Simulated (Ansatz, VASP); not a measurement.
## Si: VASP beside Ansatz

Contents of INCAR:

```
SYSTEM = Si
PREC = Accurate ; ENCUT = 600
EDIFF = 1E-6 ; ISMEAR = -1
SIGMA = 0.05 ; LREAL = .False.
LASPH = .True. ; NELM = 150
ALGO = Normal ; ISIF = 3
LWAVE = .False. ; LCHARG = .False.
ISPIN = 2 ; MAGMOM = 3 3
LORBIT = 11 ; IBRION = 2
NSW = 100 ; EDIFFG = -0.005
```

Contents of KPOINTS:

```
Automatic mesh
0
Gamma
  11 11 11
  0 0 0
```

The input POSCAR:

```
Si
1.0
    0.0000000000      2.7492688318      2.7492688318
    2.7492688318      0.0000000000      2.7492688318
    2.7492688318      2.7492688318      0.0000000000
Si
2
Direct
    0.7500000000      0.7500000000      0.7500000000
    0.5000000000      0.5000000000      0.5000000000
```

Input for Ansatz:

```yaml
crystal:
  lattice:
    - [0.0, 2.7492688318, 2.7492688318]
    - [2.7492688318, 0.0, 2.7492688318]
    - [2.7492688318, 2.7492688318, 0.0]
  atoms:
    - { symbol: Si, position: [0.75, 0.75, 0.75], spin: 3.0 }
    - { symbol: Si, position: [0.5, 0.5, 0.5], spin: 3.0 }
kpoints:
  mp_grid: { grid: [11, 11, 11] }
scf:
  occupations: { method: fermi_dirac, width: 0.05 }
hamiltonian:
  xc: lda
  pseudopotentials: { kind: all_electron, lapw: { basis_error: 0.001 } }
output:
  forces: true
  stress: true
relax:
  f_tol: 0.005
  max_steps: 80
  cell: {}
magnetization:
  spin_polarized: true
```

Alike in both runs: task relaxation of cell and atoms; functional LDA; k mesh 11 × 11 × 11; occupations fermi-dirac, width 0.05 eV; collinear spin.

|  | VASP | Ansatz |
| --- | --- | --- |
| version | VASP 6.6.1 | Ansatz 0.2.0 |
| potentials or method | VASP PAW LDA potentials, release 64 (Si) | all-electron LAPW, scalar-relativistic |
| plane-wave cutoff (eV) | 600 | see its input |

```csv
,VASP,Ansatz,Ansatz less VASP
net moment per atom (μB),0.00,0.00,0.000
relaxed volume (Å³/atom),19.72,19.69,-0.025
relaxed cell length with the largest relative difference (Å),3.821,3.819,-0.0016
energy change over the relaxation (meV/atom),-16,-16,-0.6
```

Ansatz ran all-electron here, so the differences hold the error of VASP's frozen core and of both bases. Ansatz warned: «seeded_moment_not_kept».

 LDA usually gives volumes a few per cent too small. Zero-point motion and thermal expansion aren't in these numbers.
